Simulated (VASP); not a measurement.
Here is a VASP 6.6.1 calculation.

The input INCAR:

```
PREC = Accurate
ENCUT = 520
EDIFF = 1E-7
ISMEAR = 0
SIGMA = 0.02
LREAL = F
LASPH = T
NELM = 60
ALGO = Normal
ISIF = 2
LWAVE = F
LCHARG = F
GGA = PS
NBANDS = 15
```

Contents of KPOINTS:

```
Automatic mesh
0
Gamma
  12 12 12
```

The input POSCAR:

```
SrO
1.0
    0.0000000000      2.5661400000      2.5661400000
    2.5661400000      0.0000000000      2.5661400000
    2.5661400000      2.5661400000      0.0000000000
Sr O
1 1
Direct
    0.0000000000      0.0000000000      0.0000000000
    0.5000000000      0.5000000000      0.5000000000
```

Potentials or basis: VASP PAW PBE potentials, release 64 (Sr_sv, O).

The run is started by

```console
$ cat potpaw_PBE.64/Sr_sv/POTCAR potpaw_PBE.64/O/POTCAR > POTCAR
$ mpirun -np 1 vasp_std > vasp.out
```

Q: What does it give for the pressure?

A: 0.1 GPa.

Q: What does it give for the band gap on the k mesh?

A: 3.15 eV, indirect (least direct gap 3.23 eV).

Caveat: the PAW data sets were made with another functional, which shifts forces and pressure a little. A k mesh can miss the band edges.
